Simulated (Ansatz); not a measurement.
The system is Os.

```xyz
2
Lattice="2.7341 0.0000 0.0000 -1.3671 2.3678 0.0000 0.0000 0.0000 4.3197" Properties=species:S:1:pos:R:3 pbc="T T T"
Os    1.3671    0.7893    3.2398
Os    0.0000    1.5785    1.0799
```

Program: Ansatz 0.2.0. Alike in all runs: potentials or basis all-electron LAPW, scalar-relativistic; no spin polarisation; cell as given; k mesh 11 × 11 × 6; cutoff (eV) 295; basis error allowed 0.001 eV/atom.

Problem. Order these runs on this cell by their pressure, lowest first.
A. level PBEsol; smearing fermi-dirac 0.05 eV
B. level PBE; smearing gaussian 0.013 eV
C. level RPBE; smearing gaussian 0.1 eV
D. level BLYP; smearing fermi-dirac 0.05 eV

Solution. A (-2.7 GPa), B (8.7 GPa), C (12.9 GPa), D (25.8 GPa).

Caveats: so large a pressure means that the cell lies far from this level's equilibrium, or that cutoff or potentials fall short (some runs).
